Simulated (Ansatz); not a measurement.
A single-point calculation of rocksalt CaO with Ansatz 0.2.0, at the level HSE06. The cell was relaxed with r2SCAN and then strained (isotropic +5.38 % on every length), with the atoms relaxed again with r2SCAN; k points keep the names of the unstrained zone.

input.yaml:
```yaml
crystal:
  lattice:
    - [0.0, 2.5265383152, 2.5265383152]
    - [2.5265383152, 0.0, 2.5265383152]
    - [2.5265383152, 2.5265383152, 0.0]
  atoms:
    - { symbol: Ca, position: [0.0, 0.0, 0.0] }
    - { symbol: O, position: [0.5, 0.5, 0.5] }
kpoints:
  mp_grid: { grid: [6, 6, 6] }
  band_path:
    path:
      - [0.0, 0.0, 0.0]
      - [0.5, 0.0, 0.5]
      - [0.625, 0.25, 0.625]
      - [0.375, 0.375, 0.75]
      - [0.5, 0.5, 0.5]
      - [0.5, 0.25, 0.75]
    npoints: 1
hamiltonian:
  xc: hse06
scf:
  occupations: { method: fixed }
  n_extra_bands: 4
output:
  forces: true
  stress: true
  eigenvalues: true
```

Output, abridged:
```
Functional definition: HSE06
Crystal: 2 atoms, lattice volume = 32.256 Å³
Basis set: ecut = 420 eV, 609 PW (Γ)
Bands: 12, of which v1, the nominal top of the filled ones, is band 8 counted from 1 (7 counted from 0)
Symmetry: 48 space group operations
Space group: Fm-3m (ITA 225)
k-points: 16 of 216
[warm-up without exact exchange]
SCF 1 stopped early in 2 iterations: F = -2387.571672 eV  dr2 = 1.84e-5
[exact exchange on]
Exchange kernel: α = 0.2500, screened, ω = 0.2079 Å⁻¹, Wigner–Seitz truncation, v(0) = 1045.6043 eV·Å³, q-mesh 6×6×6
SCF 2 stopped early in 6 iterations: F = -2388.095284 eV  dr2 = 1.96e-6
hybrid outer 1: dexx = +8.211e-3 eV, tail = 1.75e-5 eV
SCF 3 converged in 4 iterations: F = -2388.095332 eV  dr2 = 3.10e-10
hybrid outer 2: dexx = +2.616e-7 eV, tail = 4.52e-9 eV, Δε = 2.12e-3 eV
hybrid SCF converged: 2 outer / 10 inner (+2 warm-up)
Free energy (F): -2388.095332 eV
Fermi energy:    5.150478 eV
--- Stress (GPa, compression-positive) ---
      -12.743727       0.000000       0.000000
        0.000000     -12.743727       0.000000
        0.000000       0.000000     -12.743727
  P = ⅓ Tr σ = -12.7437 GPa (-127.437 kbar)
```

The file bands.tsv (bands near the Fermi energy, numbered from 0, rounded):
```tsv
# k_distance	band_3	band_4	band_5	band_6	band_7	band_8	band_9	band_10	band_11
# fermi_ev = 5.150478
# [0, 0, 0] at k_distance = 0.000000
# [0.5, 0, 0.5] at k_distance = 1.243438
# [0.625, 0.25, 0.625] at k_distance = 1.683059
# [0.375, 0.375, 0.75] at k_distance = 2.444506
# [0.5, 0.5, 0.5] at k_distance = 3.205953
# [0.5, 0.25, 0.75] at k_distance = 4.085196
# levels_relative_to = fermi_ev
0.000	-20.275	-16.744	0.000	0.000	0.000	5.021	7.733	7.733	7.733
1.243	-20.417	-16.505	-1.458	-0.439	-0.439	5.256	8.971	10.204	10.827
1.683	-20.378	-16.292	-1.300	-1.270	-0.717	6.557	9.173	9.571	10.375
2.445	-20.378	-16.292	-1.300	-1.270	-0.717	6.557	9.173	9.571	10.375
3.206	-20.308	-15.940	-2.446	-0.974	-0.974	8.252	8.876	9.686	9.686
4.085	-20.520	-16.283	-1.144	-1.111	-1.111	7.646	7.646	9.460	10.832
```
In order the rows are Γ, X, U, K, L, W.

With HSE06 the gap is 5.02 eV and direct, at Γ. The gap is the least over the mesh and the extra points. At this geometry HSE06 finds -12.7 GPa, compression counted positive: its own equilibrium volume is smaller. The stress of a hybrid is loosely converged here.

(Simulation; spin polarisation is off.)

The meshes of the hybrids are coarse, so their gaps aren't converged to the digits shown.
